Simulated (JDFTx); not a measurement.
# Moving the share of exact exchange in LiH

```cif
data_structure
_symmetry_space_group_name_H-M 'Fm-3m'
_symmetry_Int_Tables_number 225
_cell_length_a 4.0735
_cell_length_b 4.0735
_cell_length_c 4.0735
_cell_angle_alpha 90.000
_cell_angle_beta 90.000
_cell_angle_gamma 90.000
_cell_volume 67.59
loop_
_atom_site_label
_atom_site_type_symbol
_atom_site_symmetry_multiplicity
_atom_site_Wyckoff_symbol
_atom_site_fract_x
_atom_site_fract_y
_atom_site_fract_z
_atom_site_occupancy
Li1 Li 4 a 0.00000 0.00000 0.00000 1
H1 H 4 b 0.50000 0.00000 0.00000 1
```

Kept alike: task single point; functional PBE0; k mesh 4 × 4 × 4; occupations fermi-dirac, width 0.05 eV; no spin polarisation. Program: JDFTx, PseudoDojo-SR-PBE-0.5-standard with smoothed tails, cutoff 1007 eV. The mesh is that of the run's cell of 2 atoms. No spin-orbit coupling.

```tsv
share of exact exchange, α	band gap (eV)	pressure (GPa)
0.1	3.697	-1.56
0.2	4.394	-1.73
0.25	4.747	-1.82
0.3	?	?
0.4	5.818	-2.08
```

The k mesh is coarse, so the values aren't converged. Pressure is positive in compression; the values hold the error of the finite cutoff, so their zero can differ a little from the energy's minimum. A gap read on the mesh alone can miss an edge between its points. All rows use potentials made for PBE. The mesh is thin for exact exchange.

Q: Fit the rows shown and predict the run at 0.3.

A: A least-squares line through the rows shown is band gap = 7.0752 α + 2.9836 (largest miss 0.0059); at α = 0.3 it gives 5.106 eV. A least-squares line through the rows shown is pressure = -1.736 α - 1.385 (largest miss 0.002); at α = 0.3 it gives -1.91 GPa. The run gave: band gap 5.101 eV; pressure -1.91 GPa.
